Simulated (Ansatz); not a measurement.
The system is CuO.

```xyz
2
Lattice="0.0000 2.3273 2.3273 2.3273 0.0000 2.3273 2.3273 2.3273 0.0000" Properties=species:S:1:pos:R:3 pbc="T T T"
Cu    0.0000    0.0000    0.0000
O     1.1636    1.1636    1.1636
```

Measurements of this composition are mostly on another form, of space group No. 15.

```yaml
Program: Ansatz 0.2.0
Task: relaxation of cell and atoms
Functional: PBE
Potentials_or_basis: Ansatz PAW
Cutoff: "420 eV (not typed: the program's choice for these potentials)"
k_mesh: 10 × 10 × 10
Occupations: fermi-dirac, width 0.05 eV
Spin: no spin polarisation
Hubbard_terms: Cu d U = 4.5 eV
```

At the start: volume 12.60 Å³/atom.

Problem. Where does the relaxation end?

Solution. It ends after 7 steps and the volume is 11.79 Å³/atom (-6.5 %); space group F-43m (No. 216, to 0.05 Å).

Step by step:
| step | energy change (eV) | largest force (eV/Å) | volume (Å³) |
| --- | --- | --- | --- |
| 1 | 0.0000 | 0.0000 | 25.21 |
| 2 | -0.0291 | 0.0000 | 24.47 |
| 3 | -0.0438 | 0.0000 | 23.53 |
| 4 | -0.0435 | 0.0000 | 23.64 |
| 5 | -0.0390 | 0.0000 | 23.64 |
| 6 | -0.0393 | 0.0000 | 23.57 |
| 7 | -0.0390 | 0.0000 | 23.57 |

Final structure:
```
Cu O
1.0
     0.00000    2.27576    2.27576
     2.27576    0.00000    2.27576
     2.27576    2.27576    0.00000
Cu O
1 1
Direct
  0.00000 0.00000 0.00000
  0.25000 0.25000 0.25000
```

Caveat: the plane-wave basis is chosen anew once the cell has moved, so the energies of steps on either side of that aren't comparable; the pressure holds a Pulay correction of +0.6 GPa for the finite cutoff; an odd number of electrons without spin polarisation forces a metal; a magnetic or distorted state may lie lower; the run has no spin polarisation, though such a crystal can be magnetic; U without spin polarisation on a metal has little footing.
